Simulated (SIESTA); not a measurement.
Runs of SIESTA 5.4.2 on GaN. It takes space group F-43m (No. 216, cubic). The conventional cell has a = 4.507 Å, b = 4.507 Å, c = 4.507 Å, α = 90.00°, β = 90.00°, γ = 90.00°. Ga (site symmetry -43m) has 4 N at 1.95 Å as nearest neighbours. N (site symmetry -43m) has 4 Ga at 1.95 Å as nearest neighbours. The cell is a database's computed one.

```tsv
level	potentials or basis	gap on the mesh (eV)	pressure (GPa)
PBE	PseudoDojo 0.4 standard (PBE files), DZ (energy shift 0.003 Ry; two zetas on semicore shells)	1.82	7.9
AM05	PseudoDojo 0.4 standard (PBEsol files), DZP (energy shift 0.003 Ry; two zetas on semicore shells)	1.83	1.4
PBE	PseudoDojo 0.4 standard (PBE files), DZP (energy shift 0.003 Ry; two zetas on semicore shells)	1.83	7.5
PBE	PseudoDojo 0.4 standard (PBE files), DZDP (energy shift 0.003 Ry; two zetas on semicore shells)	1.85	7.6
PBE	PseudoDojo 0.4 standard (PBE files), TZDP (energy shift 0.003 Ry; two zetas on semicore shells)	1.86	8.1
PBE	PseudoDojo 0.4 standard (PBE files), TZP (energy shift 0.003 Ry; two zetas on semicore shells)	1.85	(a)
PBE	PseudoDojo 0.4 standard (PBE files), SZP (energy shift 0.003 Ry)	1.99	(b)
PBE	PseudoDojo 0.4 standard (PBE files), SZ (energy shift 0.003 Ry)	1.90	15.7
```

Alike in all rows: task band structure; no spin polarisation; cell as given; k mesh 10 × 10 × 10; smearing fermi-dirac 0.05 eV; grid cutoff 800 Ry; energy shift 0.003 Ry.

Task: Fill in the values left out.

Result: (a) 7.2; (b) 10.8.

Caveats: the basis of atomic orbitals isn't converged, which shifts pressures, moduli and gaps; the basis has no polarisation orbitals (some runs); the potentials were made for another functional, which shifts forces and pressure (some runs).

A k mesh can miss the band edges, and the runs leave out spin-orbit coupling on Ga.
